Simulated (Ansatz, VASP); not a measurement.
**Two plane-wave programs on W**

The input INCAR:

```
PREC = Accurate
ENCUT = 600
EDIFF = 1E-6
ISMEAR = -1
SIGMA = 0.15
LREAL = F
LASPH = T
NELM = 80
ALGO = Normal
ISIF = 3
LWAVE = F
LCHARG = F
GGA = PS
IBRION = 2
NSW = 80
EDIFFG = -0.001
```

KPOINTS

```
regular mesh
0
Gamma
  20 20 20
```

File POSCAR:

```
W
1.0
   -1.5771737541      1.5771737541      1.5771737541
    1.5771737541     -1.5771737541      1.5771737541
    1.5771737541      1.5771737541     -1.5771737541
W
1
Direct
    0.0000000000      0.0000000000      0.0000000000
```

Input for Ansatz:

```yaml
crystal:
  lattice:
    - [-1.5771737541, 1.5771737541, 1.5771737541]
    - [1.5771737541, -1.5771737541, 1.5771737541]
    - [1.5771737541, 1.5771737541, -1.5771737541]
  atoms:
    - { symbol: W, position: [0.0, 0.0, 0.0] }
basis:
  ecutwfc: 420
kpoints:
  mp_grid: { grid: [20, 20, 20] }
hamiltonian:
  xc: pbesol
scf:
  occupations: { method: fermi_dirac, width: 0.15 }
output:
  forces: true
  stress: true
  eigenvalues: true
relax:
  adjacent_minimum: "off"
  f_tol: 0.001
  max_steps: 60
  cell: { stress_tol: 0.01 }
```

Alike in both runs: task relaxation of cell and atoms; functional PBEsol; k mesh 20 × 20 × 20; occupations fermi-dirac, width 0.15 eV; no spin polarisation.

|  | VASP | Ansatz |
| --- | --- | --- |
| version | VASP 6.6.1 | Ansatz 0.2.0 |
| potentials or method | VASP PAW PBE potentials, release 64 (W_sv) | scalar-relativistic, plane waves, PAW |
| plane-wave cutoff (eV) | 600 | 420 |
| valence electrons in the cell | 14 | 14 |

VASP gave:

```
gap on the k mesh at the Fermi level, each at its own relaxed structure (eV) : none
relaxed volume (Å³/atom)                                                     : 15.72
relaxed cell length with the largest relative difference (Å)                 : 2.734
```

Which values does Ansatz return?

gap on the k mesh at the Fermi level, each at its own relaxed structure (eV): none; relaxed volume (Å³/atom): 15.69; relaxed cell length with the largest relative difference (Å): 2.732.

A gap of «none» marks a metal or a gap that the smearing closes.

Caveats: the PAW data sets were made with another functional, which shifts forces and pressure a little (VASP). The runs have no spin-orbit coupling, so splittings on W are missing.
